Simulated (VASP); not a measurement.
Rh, 2 atoms in the cell. Symmetry: Fd-3m, No. 227, cubic system. The conventional cell has a = 5.013 Å, b = 5.013 Å, c = 5.013 Å, α = 90.00°, β = 90.00°, γ = 90.00°. Rh (site symmetry -43m) has 4 Rh at 2.17 Å as nearest neighbours. The cell was built by a generator and needn't be a form met in nature.

```yaml
Program: VASP 6.6.1
Task: relaxation of cell and atoms
Functional: r2SCAN
Potentials_or_basis: VASP PAW PBE potentials, release 64 (Rh_pv)
Cutoff: 600 eV
k_mesh: 6 × 6 × 6
Occupations: gaussian, width 0.1 eV
Spin: no spin polarisation
Dipole_correction: no
Further_INCAR_settings: ALGO = Normal; EDIFF = 1e-06; IBRION = 2; EDIFFG = -0.04; NSW = 90; ISIF = 3
```

Potentials or basis: VASP PAW PBE potentials, release 64 (Rh_pv).

Run with:

```console
$ cat potpaw_PBE.64/Rh_pv/POTCAR > POTCAR
$ cp INCAR.step1 INCAR
$ mpirun -np 1 vasp_std > vasp.out
$ cp INCAR.step2 INCAR
$ mpirun -np 1 vasp_std > vasp.out
```

Hardware: 1 thread of Intel(R) Xeon(R) Platinum 8559C (Emerald Rapids), on a shared host.

Q: Estimate the wall time of this run.

A: It took 3.3 min on 1 thread of Intel(R) Xeon(R) Platinum 8559C (Emerald Rapids) (shared host), peak memory 0.17 GiB. Counts: scf iterations 75, k points 16, ion steps 5.
